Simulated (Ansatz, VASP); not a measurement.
Two plane-wave programs on PbS

```
Pb S
1.0
     2.17693   -6.19671    0.00000
     2.17693    6.19671    0.00000
     0.00000    0.00000    4.49603
Pb S
2 2
Direct
  0.63176 0.36824 0.75000
  0.36824 0.63176 0.25000
  0.86129 0.13871 0.75000
  0.13871 0.86129 0.25000
```

Alike in both runs: task single point; functional PBE; k mesh 4 × 4 × 4; occupations gaussian, width 0.1 eV; no spin polarisation.

```csv
,VASP,Ansatz
version,VASP 6.6.1,Ansatz 0.2.0
potentials or method,"VASP PAW PBE potentials, release 64 (Pb_d, S)","scalar-relativistic, plane waves, PAW"
plane-wave cutoff (eV),520,420
valence electrons in the cell,40,40
```

|  | VASP | Ansatz | Ansatz less VASP |
| --- | --- | --- | --- |
| gap on the k mesh at the Fermi level (eV) | 1.39 | 1.38 | -0.001 |
| least direct gap on the mesh (eV) | 1.48 | 1.48 | 0.000 |
| pressure (GPa) | -4.8 | -4.8 | +0.06 |
| largest component of the traceless stress (GPa) | 0.13 | 0.13 | +0.002 |
| rms of the force components (eV/Å) | 0.317 | 0.316 | -0.0008 |

Atom by atom the forces differ by 0.002 eV/Å (rms over components).

Caveats: spin-orbit coupling is left out, which as a rule narrows the gap of such compounds by several tenths of an eV. A k mesh can miss the band edges.
